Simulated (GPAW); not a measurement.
# zigzag V chain, bond 2.959 A: which magnetic order is lowest

Does zigzag V chain, bond 2.959 A prefer parallel or opposed moments, or none?

Calculated with GPAW 26.7.0; revPBE; plane waves with GPAW's PAW setups, scalar-relativistic.

## 1. Set-up

The cell holds 2 atoms: 2 V. Its edges and angles: a = 12.000 Å, b = 12.000 Å, c = 3.551 Å, α = 90.0°, β = 90.0°, γ = 90.0°. model lattice. Vacuum lies along a and b. The structure's axis is c.

## 2. Order 1, typed as ferro ++

Parallel moments need no larger cell; this start tests for a ferromagnetic state only.

File order1.py:

```python
import json
import numpy as np
from ase import Atoms
from ase.parallel import paropen, parprint
from gpaw import GPAW

atoms = Atoms(['V', 'V'],
    cell=[[12.0, 0.0, 0.0],
         [0.0, 12.0, 0.0],
         [0.0, 0.0, 3.5508]],
    scaled_positions=[[0.40136667, 0.5, 0.0],
         [0.59863333, 0.5, 0.5]],
    pbc=True,
    magmoms=[1.5, 1.5])
atoms.calc = GPAW(mode={'name': 'pw', 'ecut': 550},
    xc='revPBE',
    kpts={'size': (1, 1, 8), 'gamma': True},
    occupations={'name': 'methfessel-paxton', 'width': 0.1},
    convergence={'density': 1e-05, 'energy': 1e-05},
    maxiter=200,
    mixer={'name': 'pulay', 'beta': 0.1, 'nmaxold': 8, 'weight': 100},
    symmetry={'tolerance': 1e-4},
    txt='order1.txt')
e = atoms.get_potential_energy(force_consistent=True)
res = {'free_energy': e, 'energy_sigma0': atoms.get_potential_energy(), 'fermi_energy': atoms.calc.get_fermi_level()}
res['moments'] = atoms.get_magnetic_moments().tolist()
res['total'] = atoms.get_magnetic_moment()
parprint('site moments (muB):', np.round(res['moments'], 3))
parprint(f"total moment: {res['total']:.3f} muB")
parprint(f'free energy: {e:.6f} eV')
atoms.calc.write('order1.gpw')
with paropen('results.json', 'w') as f:
    json.dump(res, f)
```

On the command line:

```
$ OMP_NUM_THREADS=1 python3 order1.py > order1.log
```

The log of the run:

```text
site moments (muB): [2.957 2.957]
total moment: 8.238 muB
free energy: -9.348529 eV

--- order1.txt ---
Input parameters:
  mode=PW(ecut=550),
  convergence={'density': 1e-05, 'energy': 1e-05},
  kpts=MonkhorstPack(size=(1, 1, 8), gamma=True),
  maxiter=200,
  mixer=Pulay(name='pulay', nmaxold=8, beta=0.1, weight=100, sigma=0.015, g_ss=None),
  occupations=Occupations(name='methfessel-paxton', width=0.1),
  symmetry=Symmetry(tolerance=0.0001),
  xc=XC(name='revPBE')

Diagonalizing LCAO Hamiltonian
Converting LCAO to pw mode
        .----------------------------.
       /|                            |
      / |                            |
     /  |                            |
    /   .----------------------------.
   /   /                            /
  /   /               V            /
 *   /                            /
 |  /           V                /
 | /                            /
 |/                            /
 *----------------------------*

Atoms  # Å, Bohr magnetons
|   | symbol |        x |        y |        z |    initial magnetic moments |
|---|--------|----------|----------|----------|-----------------------------|
| 0 |      V | 4.816400 | 6.000000 | 0.000000 | ( 0.0000,  0.0000,  1.5000) |
| 1 |      V | 7.183600 | 6.000000 | 1.775400 | ( 0.0000,  0.0000,  1.5000) |

Unit cell  # Å
| periodic |         x |         y |        z |   lengths |    angles |
|----------|-----------|-----------|----------|-----------|-----------|
|      yes | 12.000000 |  0.000000 | 0.000000 | 12.000000 | 90.000000 |
|      yes |  0.000000 | 12.000000 | 0.000000 | 12.000000 | 90.000000 |
|      yes |  0.000000 |  0.000000 | 3.550800 |  3.550800 | 90.000000 |

Number of symmetries: 4

BZ-sampling:
  Number of BZ points: 8
  Number of IBZ points: 5

  Monkhorst-Pack size: [1, 1, 8]
  Monkhorst-Pack shift: [0.0, 0.0, 0.0625]

K-points  # in reciprocal-cell coordinates
|   |                                coordinates |     weight |
|---|--------------------------------------------|------------|
| 0 | (  0.00000000,   0.00000000,   0.00000000) | 0.12500000 |
| 1 | (  0.00000000,   0.00000000,   0.12500000) | 0.25000000 |
| 2 | (  0.00000000,   0.00000000,   0.25000000) | 0.25000000 |
| 3 | (  0.00000000,   0.00000000,   0.37500000) | 0.25000000 |
| 4 | (  0.00000000,   0.00000000,   0.50000000) | 0.12500000 |

Plane wave coefficients: 15038
Cutoff: 550.0 eV

Spin-components: 2 (collinear spins)
Bands:           22
Projectors:      12
Spin-degeneracy: 1
Datatype:        complex128

Parallelization:
  kpt:    1
  domain: 1
  band:   1

Density:
  Valence electrons: 26.0
  Components: 2
  Grid points: [70 70 20]
  Charge: 0.0  # |e|

Potential:
  Grid points: [70 70 20]

species:
  V:
    name:    Vanadium
    Z:       23.0
    valence: 13
    core:    10
    charge:  0.0  # [|e|]
    compensation charges:
      type: gauss
      rc: 0.37  # [Å]
      lmax: 2
    cutoffs:
      filter: 2.14  # [Å]
      core: 0.96  # [Å]
    projectors
    | kind |    occ | energy [eV] | rcut [Å] |
    |------|--------|-------------|----------|
    |   3s |  2.000 |     -70.282 |    1.254 |
    |   4s |  2.000 |      -4.656 |    1.254 |
    |   3p |  6.000 |     -44.052 |    1.281 |
    |   4p |  0.000 |      -1.427 |    1.281 |
    |   3d |  3.000 |      -5.113 |    1.169 |
    |    d |        |      22.099 |    1.169 |

    Using partial waves for V as LCAO basis

Reference energy: -51648.053902  # eV

eigensolver:
  PPCG
  Converge bands: occupied
  niter=2

density mixing:
  Pulay-Mixer
  Linear mixing parameters: 0.1
  Old densities: 8
  Fourier metric: weight=100, sigma=0.015

occupation numbers:
  Methfessel-Paxton:
    width: 0.1000  # eV
    order: 0

poisson solver:
  ecut: 4400.0  # eV

xc functional:
  name: revPBE with 2 nearest neighbor stencil

convergence criteria:
- Maximum integral of absolute [dens]ity change: 1e-05 electrons / valence electron
- Maximum [total energy] change in last 3 cyles: 1e-05 eV / valence electron
- Maximum integral of absolute [eigenst]ate change: 4e-08 eV^2 / valence electron
maximum number of iterations: 200

SCF iterations
|iter     |      energy | eigst |  dens |  magmom |
|---------|-------------|-------|-------|---------|
|iter:   1|       0s |   -9.139350 | +0.25 |       |  +3.0111|
|iter:   2|       5s |   -8.506423 | -0.88 | -0.65 |  +3.3079|
|iter:   3|      10s |   -8.416893 | -0.77 | -0.75 |  +3.9917|
|iter:   4|      15s |   -8.491800 | -1.24 | -0.94 |  +4.0876|
|iter:   5|      19s |   -8.621745 | -1.82 | -0.88 |  +4.5338|
|iter:   6|      24s |   -8.770190 | -2.03 | -0.95 |  +4.9103|
|iter:   7|      28s |   -9.236784 | -1.57 | -1.01 |  +6.7847|
|iter:   8|      33s |   -9.269660 | -2.71 | -1.36 |  +7.0520|
|iter:   9|      38s |   -9.279065 | -2.62 | -1.41 |  +7.2800|
|iter:  10|      43s |   -9.298783 | -3.02 | -1.60 |  +7.5466|
[... 16 iterations left out ...]
|iter:  27|     121s |   -9.331604c| -6.62 | -3.78 |  +8.2374|
|iter:  28|     126s |   -9.331610c| -7.15 | -4.03 |  +8.2374|
|iter:  29|     130s |   -9.331608c| -7.61c| -4.16 |  +8.2369|
|iter:  30|     135s |   -9.331621c| -6.98 | -4.18 |  +8.2378|
|iter:  31|     138s |   -9.331622c| -7.66c| -4.39 |  +8.2377|
|iter:  32|     141s |   -9.331624c| -7.58c| -4.46 |  +8.2378|
|iter:  33|     145s |   -9.331629c| -7.40c| -4.54 |  +8.2379|
|iter:  34|     148s |   -9.331629c| -8.23c| -4.69 |  +8.2379|
|iter:  35|     150s |   -9.331629c| -7.85c| -4.71 |  +8.2379|
|iter:  36|     153s |   -9.331629c| -7.92c| -5.01c|  +8.2380|

Converged in 36 steps
Energy contributions relative to reference atoms: (reference = -51648.053902)

Energy contributions:
  Kinetic:          -6.814319
  Coulomb:          11.207585
  Zero:              0.125726
  External:          0.000000
  Xc:              -13.833721
  Entropy:          -0.033800
  Spinorbit:         0.000000
  ----------------------------
  Free energy:      -9.348529
  Extrapolated:     -9.331629

dipole moment: (0.000000, 0.000000, -8.286066)  # |e|*Ang

Total magnetic moment: (0.000000, 0.000000, 8.237951)

Local magnetic moments
|        x |        y |        z |
|----------|----------|----------|
| 0.000000 | 0.000000 | 2.957467 |  # V    0
| 0.000000 | 0.000000 | 2.957467 |  # V    1

Fermi level: -2.637
Eigenvalues  # (at kpt = [0.000, 0.000, 0.000])
| band index |      eig [eV] | occ [0-1] |      eig [eV] | occ [0-1] |
|------------|---------------|-----------|---------------|-----------|
|          0 |       -67.649 |     1.000 |       -64.644 |     1.000 |
|        ... |               |           |               |           |
|          6 |       -41.430 |     1.000 |       -38.322 |     1.000 |
|          7 |       -41.413 |     1.000 |       -38.303 |     1.000 |
|          8 |        -6.197 |     1.000 |        -4.512 |     1.000 |
|          9 |        -4.615 |     1.000 |        -2.520 |     0.049 |
|         10 |        -3.552 |     1.000 |        -1.312 |     0.000 |
|         11 |        -3.528 |     1.000 |        -1.108 |     0.000 |
|         12 |        -3.483 |     1.000 |        -0.771 |     0.000 |
|         13 |        -3.105 |     1.000 |        -0.706 |     0.000 |
|         14 |        -2.887 |     1.000 |        -0.444 |     0.000 |
|         15 |        -2.849 |     0.999 |        -0.330 |     0.000 |
|         16 |        -2.754 |     0.950 |        -0.265 |     0.000 |
|         17 |        -2.736 |     0.918 |         0.043 |     0.000 |
|         18 |        -2.405 |     0.000 |         0.139 |     0.000 |
|         19 |        -2.181 |     0.000 |         0.238 |     0.000 |
|         20 |        -1.824 |     0.000 |         0.452 |     0.000 |
|         21 |        -1.320 |     0.000 |         0.757 |     0.000 |

No gap
No difference between direct/indirect transitions
```

Wall time 2.7 min (1 MPI rank of Intel Xeon Platinum 8259CL at 2.50GHz (Skylake/Cascade Lake), shared host); peak memory 0.42 GiB.

Numbers from this step:

```yaml
magnetization: 8.238 μB
final_state: ferromagnetic
largest_moment: 2.957 μB
```

After 36 cycles the largest moment stands at 2.96 μB.

## 3. Start 2: antiferro +-

Another pattern of signs weighs the neighbour shells otherwise.

order2.py is the script of step 2 with these lines changed:

```diff
@@ -13,3 +13,3 @@
     pbc=True,
-    magmoms=[1.5, 1.5])
+    magmoms=[1.5, -1.5])
 atoms.calc = GPAW(mode={'name': 'pw', 'ecut': 550},
@@ -22,3 +22,3 @@
     symmetry={'tolerance': 1e-4},
-    txt='order1.txt')
+    txt='order2.txt')
 e = atoms.get_potential_energy(force_consistent=True)
@@ -30,3 +30,3 @@
 parprint(f'free energy: {e:.6f} eV')
-atoms.calc.write('order1.gpw')
+atoms.calc.write('order2.gpw')
 with paropen('results.json', 'w') as f:
```

On the command line:

```
$ OMP_NUM_THREADS=1 python3 order2.py > order2.log
```

The log of the run:

```text
site moments (muB): [ 2.791 -2.791]
total moment: -0.000 muB
free energy: -9.530634 eV

--- order2.txt ---
Input parameters:
  mode=PW(ecut=550),
  convergence={'density': 1e-05, 'energy': 1e-05},
  kpts=MonkhorstPack(size=(1, 1, 8), gamma=True),
  maxiter=200,
  mixer=Pulay(name='pulay', nmaxold=8, beta=0.1, weight=100, sigma=0.015, g_ss=None),
  occupations=Occupations(name='methfessel-paxton', width=0.1),
  symmetry=Symmetry(tolerance=0.0001),
  xc=XC(name='revPBE')

Diagonalizing LCAO Hamiltonian
Converting LCAO to pw mode
        .----------------------------.
       /|                            |
      / |                            |
     /  |                            |
    /   .----------------------------.
   /   /                            /
  /   /               V            /
 *   /                            /
 |  /           V                /
 | /                            /
 |/                            /
 *----------------------------*

Atoms  # Å, Bohr magnetons
|   | symbol |        x |        y |        z |    initial magnetic moments |
|---|--------|----------|----------|----------|-----------------------------|
| 0 |      V | 4.816400 | 6.000000 | 0.000000 | ( 0.0000,  0.0000,  1.5000) |
| 1 |      V | 7.183600 | 6.000000 | 1.775400 | ( 0.0000,  0.0000, -1.5000) |

Unit cell  # Å
| periodic |         x |         y |        z |   lengths |    angles |
|----------|-----------|-----------|----------|-----------|-----------|
|      yes | 12.000000 |  0.000000 | 0.000000 | 12.000000 | 90.000000 |
|      yes |  0.000000 | 12.000000 | 0.000000 | 12.000000 | 90.000000 |
|      yes |  0.000000 |  0.000000 | 3.550800 |  3.550800 | 90.000000 |

Number of symmetries: 4

BZ-sampling:
  Number of BZ points: 8
  Number of IBZ points: 5

  Monkhorst-Pack size: [1, 1, 8]
  Monkhorst-Pack shift: [0.0, 0.0, 0.0625]

Plane wave coefficients: 15038
Cutoff: 550.0 eV

Spin-components: 2 (collinear spins)
Bands:           20
Projectors:      12
Spin-degeneracy: 1
Datatype:        complex128

Parallelization:
  kpt:    1
  domain: 1
  band:   1

Density:
  Valence electrons: 26.0
  Components: 2
  Grid points: [70 70 20]
  Charge: 0.0  # |e|

Potential:
  Grid points: [70 70 20]

[... setups left out ...]
Reference energy: -51648.053902  # eV

eigensolver:
  PPCG
  Converge bands: occupied
  niter=2

density mixing:
  Pulay-Mixer
  Linear mixing parameters: 0.1
  Old densities: 8
  Fourier metric: weight=100, sigma=0.015

occupation numbers:
  Methfessel-Paxton:
    width: 0.1000  # eV
    order: 0

poisson solver:
  ecut: 4400.0  # eV

xc functional:
  name: revPBE with 2 nearest neighbor stencil

convergence criteria:
- Maximum integral of absolute [dens]ity change: 1e-05 electrons / valence electron
- Maximum [total energy] change in last 3 cyles: 1e-05 eV / valence electron
- Maximum integral of absolute [eigenst]ate change: 4e-08 eV^2 / valence electron
maximum number of iterations: 200

SCF iterations
|iter     |      energy | eigst |  dens |  magmom |
|---------|-------------|-------|-------|---------|
|iter:   1|       0s |   -9.769643 | +0.23 |       |  +0.0000|
|iter:   2|       4s |   -9.067526 | -0.71 | -0.65 |  +0.0000|
|iter:   3|       9s |   -8.787679 | -0.47 | -0.74 |  -0.0000|
|iter:   4|      13s |   -8.847627 | -1.22 | -0.98 |  +0.0000|
|iter:   5|      17s |   -9.056575 | -1.23 | -0.91 |  -0.0000|
|iter:   6|      21s |   -9.205799 | -1.93 | -1.07 |  +0.0000|
|iter:   7|      26s |   -9.435224 | -1.59 | -1.18 |  -0.0000|
|iter:   8|      30s |   -9.463216 | -2.42 | -1.49 |  +0.0000|
|iter:   9|      34s |   -9.498401 | -2.12 | -1.62 |  -0.0000|
|iter:  10|      38s |   -9.499469 | -3.05 | -2.08 |  +0.0001|
[... 17 iterations left out ...]
|iter:  28|     114s |   -9.502794c| -7.09 | -4.14 |  -0.0000|
|iter:  29|     117s |   -9.502797c| -7.52c| -4.32 |  -0.0000|
|iter:  30|     122s |   -9.502805c| -7.20 | -4.46 |  -0.0000|
|iter:  31|     124s |   -9.502808c| -7.46c| -4.43 |  -0.0000|
|iter:  32|     126s |   -9.502808c| -7.58c| -4.72 |  -0.0000|
|iter:  33|     128s |   -9.502811c| -7.71c| -4.80 |  -0.0000|
|iter:  34|     131s |   -9.502810c| -7.86c| -4.78 |  -0.0000|
|iter:  35|     133s |   -9.502811c| -8.23c| -4.79 |  -0.0000|
|iter:  36|     135s |   -9.502809c| -7.67c| -4.80 |  -0.0000|
|iter:  37|     138s |   -9.502810c| -7.99c| -5.06c|  -0.0000|

Converged in 37 steps
Energy contributions relative to reference atoms: (reference = -51648.053902)

Energy contributions:
  Kinetic:          -9.687362
  Coulomb:          13.534258
  Zero:              0.136897
  External:          0.000000
  Xc:              -13.458778
  Entropy:          -0.055648
  Spinorbit:         0.000000
  ----------------------------
  Free energy:      -9.530634
  Extrapolated:     -9.502810

dipole moment: (-0.000000, 0.000000, -8.283537)  # |e|*Ang

Total magnetic moment: (0.000000, 0.000000, -0.000001)

Local magnetic moments
|        x |        y |         z |
|----------|----------|-----------|
| 0.000000 | 0.000000 |  2.790702 |  # V    0
| 0.000000 | 0.000000 | -2.790702 |  # V    1

Fermi level: -2.609
Eigenvalues  # (at kpt = [0.000, 0.000, 0.000])
| band index |      eig [eV] | occ [0-1] |      eig [eV] | occ [0-1] |
|------------|---------------|-----------|---------------|-----------|
|          0 |       -67.234 |     1.000 |       -67.234 |     1.000 |
|        ... |               |           |               |           |
|          4 |       -41.079 |     1.000 |       -41.079 |     1.000 |
|          5 |       -38.407 |     1.000 |       -38.407 |     1.000 |
|          6 |       -38.229 |     1.000 |       -38.229 |     1.000 |
|          7 |       -38.180 |     1.000 |       -38.180 |     1.000 |
|          8 |        -5.230 |     1.000 |        -5.230 |     1.000 |
|          9 |        -3.468 |     1.000 |        -3.468 |     1.000 |
|         10 |        -2.992 |     1.000 |        -2.992 |     1.000 |
|         11 |        -2.852 |     1.000 |        -2.852 |     1.000 |
|         12 |        -2.573 |     0.306 |        -2.573 |     0.306 |
|         13 |        -2.318 |     0.000 |        -2.318 |     0.000 |
|         14 |        -2.212 |     0.000 |        -2.212 |     0.000 |
|         15 |        -1.501 |     0.000 |        -1.501 |     0.000 |
|         16 |        -0.740 |     0.000 |        -0.740 |     0.000 |
|         17 |        -0.349 |     0.000 |        -0.349 |     0.000 |
|         18 |        -0.172 |     0.000 |        -0.172 |     0.000 |
|         19 |        -0.060 |     0.000 |        -0.060 |     0.000 |

No gap
No difference between direct/indirect transitions
```

The job ended after 2.4 min (1 MPI rank; peak memory 0.42 GiB).

Numbers from this step:

* magnetization: 0 μB
* final state: antiferromagnetic
* largest moment: 2.791 μB

It lies 91.1 meV a seeded atom under the first start, and its largest moment is 2.79 μB against 2.96 μB.

(Part 1 of 2 ends here.)

[Logs and program files are shortened in this print: banners, set-up blocks, solver, clock and traceback lines can be left out without a mark of their own.]

[Logs are printed without paths, hosts, clocks, repeated set-up lines and the standing remarks that a program may print on its own settings, such as how far it seeks lower states.]

[Hosts, paths, dates, database ids (printed as entryN), source tags and the programs' standing remarks are cut or masked in the printed files.]

[Where a cell is said to come from a database of computed structures, the database is the Materials Project.]
